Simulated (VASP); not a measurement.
# Al in VASP: the effect of target pressure

Al:

```xyz
1
Lattice="0.0000 2.0248 2.0248 2.0248 0.0000 2.0248 2.0248 2.0248 0.0000" Properties=species:S:1:pos:R:3 pbc="T T T"
Al    0.0000    0.0000    0.0000
```

Alike in all runs:

```yaml
Program: VASP 6.6.1
Task: relaxation of cell and atoms
Functional: PBEsol
Potentials_or_basis: VASP PAW PBE potentials, release 64 (Al)
Cutoff: 600 eV
k_mesh: 11 × 11 × 11
Occupations: fermi-dirac, width 0.05 eV
Spin: no spin polarisation
```

Each run relaxes the cell or the atoms first.

```tsv
target pressure	target pressure	relaxed volume (Å³/atom)
0 GPa	-	16.21
2 GPa	2 GPa	15.85
5 GPa	5 GPa	15.37
10 GPa	10 GPa	14.71
20 GPa	20 GPa	13.71
30 GPa	30 GPa	?
```

What does the run with target pressure 30 GPa give?

Relaxed volume 12.97 Å³/atom.

Worked out: In Murnaghan's law V^(-B') rises as a straight line in P. The other rows fit best with B' = 3.9, V0 = 16.21 Å³/atom and B0 = 85 GPa, which gives 12.97 Å³/atom at 30 GPa, against the run's 12.97.

Caveats: the PAW data sets were made with another functional, which shifts forces and pressure a little; the cell is relaxed towards a set pressure, so the enthalpy falls and the energy may rise (some runs); the volume moved by over 15 % at a fixed basis, so the end points are rough (some runs).
